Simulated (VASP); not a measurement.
# KF (Fm-3m) in VASP: further runs, part 2 of 2

VASP 6.6.1. The steps go on from the part before.

## 3. Single point, PBEsol

The input, INCAR:

```
  PREC = Accurate
  ENCUT = 520
  EDIFF = 1E-6
  ISMEAR = 0
  SIGMA = 0.02
  LREAL = F
  LASPH = T
  NELM = 100
  ALGO = Normal
  ISIF = 2
  LWAVE = F
  LCHARG = F
  GGA = PS
```

The input, KPOINTS:

```
Automatic mesh
0
Gamma
  12 12 12
```

The input, POSCAR:

```
KF
1.0
    0.0000000000      2.6544100000      2.6544100000
    2.6544100000      0.0000000000      2.6544100000
    2.6544100000      2.6544100000      0.0000000000
K F
1 1
Direct
    0.0000000000      0.0000000000      0.0000000000
    0.5000000000      0.5000000000      0.5000000000
```

Potentials or basis: VASP PAW PBE potentials, release 64 (K_sv, F).

The run is started by

```console
cat potpaw_PBE.64/K_sv/POTCAR potpaw_PBE.64/F/POTCAR > POTCAR
mpirun -np 1 vasp_std > vasp.out
```

OUTCAR:

```text
PREC = Accurate
   ENCUT = 520
   EDIFF = 1E-6
   ISMEAR = 0
   LREAL = F
   LASPH = T
   NELM = 100
   ISIF = 2
   GGA = PS

 ion  position               nearest neighbor table
   1  0.000  0.000  0.000-   2 2.65   2 2.65   2 2.65   2 2.65   2 2.65   2 2.65
   2  0.500  0.500  0.500-   1 2.65   1 2.65   1 2.65   1 2.65   1 2.65   1 2.65

  LATTYP: Found a face centered cubic cell.
 ALAT       =     5.3088200000

  Lattice vectors:

 A1 = (   0.0000000000,   2.6544100000,   2.6544100000)
 A2 = (   2.6544100000,   0.0000000000,   2.6544100000)
 A3 = (   2.6544100000,   2.6544100000,   0.0000000000)

Analysis of symmetry for initial positions (statically):
=====================================================================
 Subroutine PRICEL returns:
 Original cell was already a primitive cell.

 Routine SETGRP: Setting up the symmetry group for a
 face centered cubic supercell.

 Subroutine GETGRP returns: Found 48 space group operations
 (whereof 48 operations were pure point group operations)
 out of a pool of 48 trial point group operations.

The static configuration has the point symmetry O_h .

Analysis of symmetry for dynamics (positions and initial velocities):
[... 167 lines left out ...]
 k-point     1 :       0.0000    0.0000    0.0000
  band No.  band energies     occupation
      1     -28.7670      2.00000
      2     -21.3952      2.00000
      3     -12.0633      2.00000
      4     -12.0633      2.00000
      5     -12.0633      2.00000
      6      -2.8565      2.00000
      7      -2.8565      2.00000
      8      -2.8565      2.00000
      9       3.2717      0.00000
     10       7.8301      0.00000
     11       7.8301      0.00000
     12       7.8301      0.00000
[... 331 lines left out ...]
 k-point    24 :      -0.4167    0.1667    0.0000
  band No.  band energies     occupation
      1     -28.6512      2.00000
      2     -21.4816      2.00000
      3     -12.3875      2.00000
      4     -12.2245      2.00000
      5     -12.1297      2.00000
      6      -3.5408      2.00000
      7      -3.1982      2.00000
      8      -3.1386      2.00000
      9       6.3893      0.00000
     10       7.4001      0.00000
     11       9.0467      0.00000
     12       9.6313      0.00000

 [... further k-points ...]
[... 5 lines left out ...]
  --------------------------------------------------------------------------------------
  -------------------------------------------------------------------------------------
  Total        0.0065008      0.0065008      0.0065008     -0.0000000      0.0000000     -0.0000000
  in kB        0.2784488      0.2784488      0.2784488     -0.0000000      0.0000000     -0.0000000
  external PRESSURE =       0.2784488 kB  Pullay stress =       0.0000000 kB

 VOLUME and BASIS-vectors are now :
 -----------------------------------------------------------------------------
  energy-cutoff  :      520.00
  volume of cell :       37.41
      direct lattice vectors                 reciprocal lattice vectors
     0.000000000  2.654410000  2.654410000    -0.188365776  0.188365776  0.188365776
     2.654410000  0.000000000  2.654410000     0.188365776 -0.188365776  0.188365776
     2.654410000  2.654410000  0.000000000     0.188365776  0.188365776 -0.188365776

 POSITION                                       TOTAL-FORCE (eV/Angst)
 -----------------------------------------------------------------------------------
      0.00000      0.00000      0.00000         0.000000      0.000000      0.000000
      2.65441      2.65441      2.65441        -0.000000     -0.000000     -0.000000
 -----------------------------------------------------------------------------------
    total drift:                                0.000000      0.000000      0.000000

  FREE ENERGIE OF THE ION-ELECTRON SYSTEM (eV)
  ---------------------------------------------------
  free  energy   TOTEN  =        -8.5201025059 eV

  energy  without entropy=       -8.5201025059  energy(sigma->0) =       -8.52010251
```

OSZICAR:

```text
N       E                     dE             d eps       ncg     rms          rms(c)
DAV:   1     0.114713608193E+03    0.11471E+03   -0.85772E+03  1728   0.130E+03
DAV:   2    -0.481183762178E+01   -0.11953E+03   -0.11033E+03  2172   0.331E+02
DAV:   3    -0.950650588678E+01   -0.46947E+01   -0.46708E+01  2204   0.629E+01
DAV:   4    -0.963995422388E+01   -0.13345E+00   -0.13336E+00  2656   0.922E+00
DAV:   5    -0.964125634373E+01   -0.13021E-02   -0.13021E-02  2156   0.101E+00    0.592E+00
DAV:   6    -0.855608856853E+01    0.10852E+01   -0.37633E+00  1872   0.177E+01    0.404E+00
DAV:   7    -0.852418505638E+01    0.31904E-01   -0.11550E-01  2376   0.317E+00    0.242E+00
DAV:   8    -0.851788382236E+01    0.63012E-02   -0.51493E-02  1912   0.270E+00    0.211E-01
DAV:   9    -0.851952895601E+01   -0.16451E-02   -0.62450E-03  2332   0.676E-01    0.118E-01
DAV:  10    -0.851988459256E+01   -0.35564E-03   -0.70275E-04  2044   0.267E-01    0.694E-02
DAV:  11    -0.852011046840E+01   -0.22588E-03   -0.34656E-04  1832   0.148E-01    0.197E-02
DAV:  12    -0.852010268451E+01    0.77839E-05   -0.57999E-05  2220   0.683E-02    0.761E-03
DAV:  13    -0.852010250587E+01    0.17864E-06   -0.55994E-06  1920   0.235E-02
   1 F= -.85201025E+01 E0= -.85201025E+01  d E =-.186067E-35
```

stdout:

```text
POSCAR found type information on POSCAR K F
 POSCAR found :  2 types and       2 ions
 scaLAPACK will be used
 -----------------------------------------------------------------------------
|                                                                             |
|                                                                             |
|     You enforced a specific xc type in the INCAR file but a different       |
|     I HOPE YOU KNOW WHAT YOU ARE DOING!                                     |
|                                                                             |
 -----------------------------------------------------------------------------

 LDA part: xc-table for (Slater+PW92), standard interpolation
 POSCAR, INCAR and KPOINTS ok, starting setup
 FFT: planning ... GRIDC
 FFT: planning ... GRID_SOFT
 FFT: planning ... GRID
 WAVECAR not read
 entering main loop
```

Wall time 21 s (1 thread of AMD EPYC 9R45 (Zen 5), shared host); peak memory 0.14 GiB.

What came out:

```yaml
Free_energy: -8.5201 eV
Pressure: 0.0 GPa
Band_gap_on_the_k_mesh: 6.13 eV, direct
```

Caveat: the PAW data sets were made with another functional, which shifts forces and pressure a little.

## 4. Single point, PBEsol

INCAR, as its differences from that of step 3:

```diff
@@ -4,3 +4,3 @@
   ISMEAR = 0
-  SIGMA = 0.02
+  SIGMA = 0.5
   LREAL = F
```

The input, KPOINTS:

```
Automatic mesh
0
Gamma
  8 8 8
```

POSCAR is that of step 3.

The run is started by

```console
cat potpaw_PBE.64/K_sv/POTCAR potpaw_PBE.64/F/POTCAR > POTCAR
mpirun -np 1 vasp_std > vasp.out
```

Wall time 10 s (1 thread of AMD EPYC 9R45 (Zen 5), shared host); peak memory 0.12 GiB.

It converged, with:

```
Free energy            : -8.5201 eV
Pressure               : 0.0 GPa
Band gap on the k mesh : 6.13 eV, direct
```

Levels at points of the mesh, in eV from the valence-band top:
| k point | band 6 | band 7 | band 8 | band 9 | band 10 | band 11 |
| --- | --- | --- | --- | --- | --- | --- |
| (0.00, 0.00, 0.00) | 0.00 | 0.00 | 0.00 | 6.13 | 10.69 | 10.69 |
| (0.50, 0.00, 0.00) | -0.84 | -0.37 | -0.37 | 9.05 | 10.60 | 12.14 |
| (0.50, 0.50, 0.00) | -0.20 | -0.05 | -0.05 | 8.11 | 10.34 | 11.81 |

Caveat: the PAW data sets were made with another functional, which shifts forces and pressure a little.

## 5. Single point, PBEsol

INCAR, as its differences from that of step 4:

```diff
@@ -1,6 +1,6 @@
   PREC = Accurate
-  ENCUT = 520
+  ENCUT = 900
   EDIFF = 1E-6
   ISMEAR = 0
-  SIGMA = 0.5
+  SIGMA = 0.02
   LREAL = F
```

KPOINTS is that of step 4.

POSCAR is that of step 4.

Potentials or basis: VASP PAW PBE potentials, release 64 (K_sv, F_h).

The run is started by

```console
cat potpaw_PBE.64/K_sv/POTCAR potpaw_PBE.64/F_h/POTCAR > POTCAR
mpirun -np 1 vasp_std > vasp.out
```

Run time: 27 s. Hardware: 1 thread of AMD EPYC 9R45 (Zen 5), shared host; peak memory 0.21 GiB.

Results (log left out):

- Free energy: -8.5259 eV
- Pressure: -0.3 GPa
- Band gap on the k mesh: 6.13 eV, direct

Levels at points of the mesh, in eV from the valence-band top:
```tsv
k point	band 4	band 5	band 6	band 7	band 8	band 9	band 10	band 11	band 12
(0.00, 0.00, 0.00)	-9.20	-9.20	0.00	0.00	0.00	6.13	10.69	10.69	10.69
(0.50, 0.00, 0.00)	-9.24	-9.24	-0.84	-0.37	-0.37	9.06	10.61	12.14	12.14
(0.50, 0.50, 0.00)	-9.43	-9.43	-0.20	-0.05	-0.05	8.11	10.35	11.82	13.71
```

Caveat: the cutoff is under 1.25 times the usual one of these potentials, so pressure, stress and relaxed cells hold a basis-set (Pulay) error; the PAW data sets were made with another functional, which shifts forces and pressure a little.

## 6. Single point, r2SCAN

The input, INCAR:

```
  PREC = Accurate
  ENCUT = 520
  EDIFF = 1E-6
  ISMEAR = 0
  SIGMA = 0.02
  LREAL = F
  LASPH = T
  NELM = 100
  ALGO = Normal
  ISIF = 2
  LWAVE = F
  LCHARG = F
  METAGGA = R2SCAN
  LMIXTAU = T
```

KPOINTS is that of step 5.

POSCAR is that of step 5.

Potentials or basis: VASP PAW PBE potentials, release 64 (K_sv, F).

The run is started by

```console
cat potpaw_PBE.64/K_sv/POTCAR potpaw_PBE.64/F/POTCAR > POTCAR
mpirun -np 1 vasp_std > vasp.out
```

It took 67 s on 1 thread of AMD EPYC 9R45 (Zen 5), shared host; peak memory 0.13 GiB.

It converged, with:

```
Free energy            : -14.9726 eV
Pressure               : 0.2 GPa
Band gap on the k mesh : 6.94 eV, direct
```

Levels at points of the mesh, in eV from the valence-band top:
| k point | band 4 | band 5 | band 6 | band 7 | band 8 | band 9 | band 10 | band 11 | band 12 |
| --- | --- | --- | --- | --- | --- | --- | --- | --- | --- |
| (0.00, 0.00, 0.00) | -9.54 | -9.54 | 0.00 | 0.00 | 0.00 | 6.94 | 11.51 | 11.51 | 11.51 |
| (0.50, 0.00, 0.00) | -9.58 | -9.58 | -0.78 | -0.35 | -0.35 | 9.76 | 11.40 | 13.02 | 13.02 |
| (0.50, 0.50, 0.00) | -9.76 | -9.76 | -0.19 | -0.05 | -0.05 | 8.78 | 11.34 | 12.59 | 14.73 |

Caveat: the PAW data sets were made with another functional, which shifts forces and pressure a little. A k mesh can miss the band edges.

## 7. Overview

| level | potentials or basis | k mesh | cutoff (eV) | smearing | gap on the mesh (eV) | pressure (GPa) |
| --- | --- | --- | --- | --- | --- | --- |
| PBEsol | VASP PAW PBE potentials, release 64 (K_sv, F) | 8 × 8 × 8 | 700 | gaussian 0.02 eV | 6.13 | 0.0 |
| PBEsol | VASP PAW PBE potentials, release 64 (K_sv, F) | 12 × 12 × 12 | 520 | gaussian 0.02 eV | 6.13 | 0.0 |
| PBEsol | VASP PAW PBE potentials, release 64 (K_sv, F) | 8 × 8 × 8 | 520 | gaussian 0.5 eV | 6.13 | 0.0 |
| PBEsol | VASP PAW PBE potentials, release 64 (K_sv, F_h) | 8 × 8 × 8 | 900 | gaussian 0.02 eV | 6.13 | -0.3 |
| r2SCAN | VASP PAW PBE potentials, release 64 (K_sv, F) | 8 × 8 × 8 | 520 | gaussian 0.02 eV | 6.94 | 0.2 |

Alike in all rows: task single point; no spin polarisation; cell as given.

Caveats: the PAW data sets were made with another functional, which shifts forces and pressure a little; the cutoff is under 1.25 times the usual one of these potentials, so pressure, stress and relaxed cells hold a basis-set (Pulay) error (some runs).

Absolute energies hang on the potentials; compare differences alone.
